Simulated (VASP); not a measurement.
A run of VASP 6.6.1:

INCAR

```
PREC     = Accurate       # precision mode
ENCUT    = 600            # plane-wave cutoff, eV
EDIFF    = 1E-7           # SCF threshold, eV
ISMEAR   = 0              # smearing method
SIGMA    = 0.1            # smearing width, eV
LREAL    = F              # projectors in reciprocal space
LASPH    = T              # aspherical terms in the spheres
NELM     = 60             # most SCF steps
ALGO     = Normal         # electronic algorithm
ISIF     = 3              # what is computed and relaxed
LWAVE    = F              # write WAVECAR
LCHARG   = F              # write CHGCAR
GGA      = CA             # functional
IBRION   = 2              # ionic algorithm
NSW      = 90             # ionic steps
EDIFFG   = -0.005         # ionic threshold
```

KPOINTS

```
regular mesh
0
Gamma
  18 18 18
```

POSCAR

```
In
1.0
   -1.6947072700      1.6947072700      2.2973723900
    1.6947072700     -1.6947072700      2.2973723900
    1.6947072700      1.6947072700     -2.2973723900
In
1
Direct
    0.0000000000      0.0000000000      0.0000000000
```

Potentials or basis: VASP PAW LDA potentials, release 64 (In_d).

Command:

```console
$ cat potpaw_LDA.64/In_d/POTCAR > POTCAR
$ mpirun -np 1 vasp_std > vasp.out
```

Hardware: 1 thread of Intel(R) Xeon(R) 6975P-C (Granite Rapids), with other jobs on the host.

**Question.** Estimate the wall time of this run.

**Answer.** Wall time 5.4 min on 1 thread of Intel(R) Xeon(R) 6975P-C (Granite Rapids) (shared host), peak memory 0.29 GiB. Counts: scf iterations 68, k points 480, ion steps 10.
